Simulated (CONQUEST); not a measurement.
ZnSe (Stilleite):

```
CELL_PARAMETERS angstrom
4.00760 0.00000 0.00000
0.00000 4.00760 0.00000
0.00000 0.00000 5.66760
ATOMIC_POSITIONS crystal
Se 0.00000 0.50000 0.25000
Se 0.50000 0.00000 0.75000
Zn 0.00000 0.00000 0.00000
Zn 0.50000 0.50000 0.50000
```

Base run:

```yaml
Program: CONQUEST 1.3
Functional: PBE
Potentials_or_basis: PseudoDojo NC PBE, DZP, grid cutoff 120 Ha
k_mesh: 7 × 7 × 5
Occupations: fermi-dirac, width 0.05 eV
Spin: no spin polarisation
```

Its results: band gap on the k mesh 1.49 eV; pressure 4.3 GPa.

**Question.** The run is repeated on the same cell with these changes: potentials or basis from PseudoDojo NC PBE, DZP, grid cutoff 120 Ha to PseudoDojo NC PBE, DZ, grid cutoff 120 Ha. What comes out?

**Answer.** Band gap on the k mesh 1.16 eV; pressure 6.3 GPa.

Caveats: the basis of atomic orbitals isn't converged, which shifts pressures, moduli and gaps; the real-space grid breaks the cell's symmetry a little; the box holds several primitive cells, so bands are folded and the points are those of the box's own zone (some runs); the atomic basis is small (some runs); an odd mesh through Γ misses points on the zone boundary, where band edges often lie (some runs).
